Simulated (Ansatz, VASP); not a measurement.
This is a calculation of Ge for Ansatz 0.2.0.

input.yaml

```yaml
crystal:
  lattice:
    - [1.397149, -2.600516, 0.0]
    - [1.397149, 2.600516, 0.0]
    - [0.0, 0.0, 2.698231]
  atoms:
    - { symbol: Ge, position: [0.5, 0.5, 0.0] }
hamiltonian:
  xc: pbe
  pseudopotentials: { kind: paw }
kpoints:
  mp_grid: { grid: [11, 11, 10] }
scf:
  occupations: { method: gaussian, width: 0.019 }
output:
  forces: true
  stress: true
  eigenvalues: true
```

Potentials or basis: Ansatz PAW.

The run is started by

```sh
$ ansatz run input.yaml --threads 2 --pin off --max-ram 5632MiB --backend cpu --events-out ev --progress --plain --runs-dir out
```

Question: Set up the same calculation for VASP 6.6.1. Potentials there: VASP PAW PBE potentials, release 64 (Ge_d).

Answer: As run (the cutoff follows the program's own potentials):

Contents of INCAR:

```
SYSTEM = Ge
PREC = Accurate
ENCUT = 520
EDIFF = 1E-7
ISMEAR = 0
SIGMA = 0.019000000000000003
LREAL = .FALSE.
LASPH = .TRUE.
NELM = 80
ALGO = Normal
ISIF = 2
LWAVE = .FALSE.
LCHARG = .TRUE.
GGA = PE
LELF = .TRUE.
LVHAR = .TRUE.
NBANDS = 13
```

File KPOINTS:

```
regular mesh
0
G
  11 11 10
  0 0 0
```

Contents of POSCAR:

```
Ge
1.0
    1.3971490000     -2.6005160000      0.0000000000
    1.3971490000      2.6005160000      0.0000000000
    0.0000000000      0.0000000000      2.6982310000
Ge
1
Direct
    0.5000000000      0.5000000000      0.0000000000
```

Potentials or basis: VASP PAW PBE potentials, release 64 (Ge_d).

The run is started by

```bash
$ cat potpaw_PBE.64/Ge_d/POTCAR > POTCAR
$ mpirun -np 1 vasp_std > vasp.out
```

Both were run:

|  | VASP | Ansatz | Ansatz less VASP |
| --- | --- | --- | --- |
| gap on the k mesh at the Fermi level (eV) | none | none | - |
| pressure (GPa) | -0.6 | -0.7 | -0.01 |
| largest component of the traceless stress (GPa) | 2.19 | 2.18 | -0.012 |

A gap of «none» marks a metal or a gap that the smearing closes. With one functional, cell and mesh, what is left measures potentials, basis and numerics.
